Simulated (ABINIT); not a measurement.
The system is MoS2.

```xyz
3
Lattice="1.5800 0.9122 6.1500 -1.5800 0.9122 6.1500 0.0000 -1.8244 6.1500" Properties=species:S:1:pos:R:3 pbc="T T T"
Mo    0.0000    0.0000    0.0000
S     0.0000    0.0000    7.6936
S     0.0000    0.0000    4.6125
```

Measurements of this composition are mostly on another form, of space group No. 194.

Base run:

```yaml
Program: ABINIT 10.8.3 (patched build)
Functional: LDA
Potentials_or_basis: PseudoDojo NC SR LDA v0.4.1 standard
Cutoff: 952 eV
k_mesh: 8 × 8 × 8
Occupations: fermi-dirac, width 0.05 eV
Spin: no spin polarisation
```

Its results: band gap on the k mesh 0.96 eV, indirect (least direct gap 2.02 eV); pressure -2.6 GPa; largest force 0.092 eV/Å.

Q: After a change of settings the same cell gave: band gap on the k mesh 0.99 eV, indirect (least direct gap 2.03 eV); pressure 0.3 GPa; largest force 0.269 eV/Å. Which change was it?
A. functional from LDA to PBEsol; potentials or basis from PseudoDojo NC SR LDA v0.4.1 standard to PseudoDojo NC SR PBEsol v0.4.1 standard; cutoff from 952 eV to 980 eV
B. cutoff from 952 eV to 1088 eV
C. potentials or basis from PseudoDojo NC SR LDA v0.4.1 standard to PseudoDojo NC SR LDA v0.4 stringent; cutoff from 952 eV to 980 eV
D. functional from LDA to RPBE; potentials or basis from PseudoDojo NC SR LDA v0.4.1 standard to SPMS NC PBE v1.0; cutoff from 952 eV to 599 eV

A: A.

Runs at the PBE level aren't shown here.
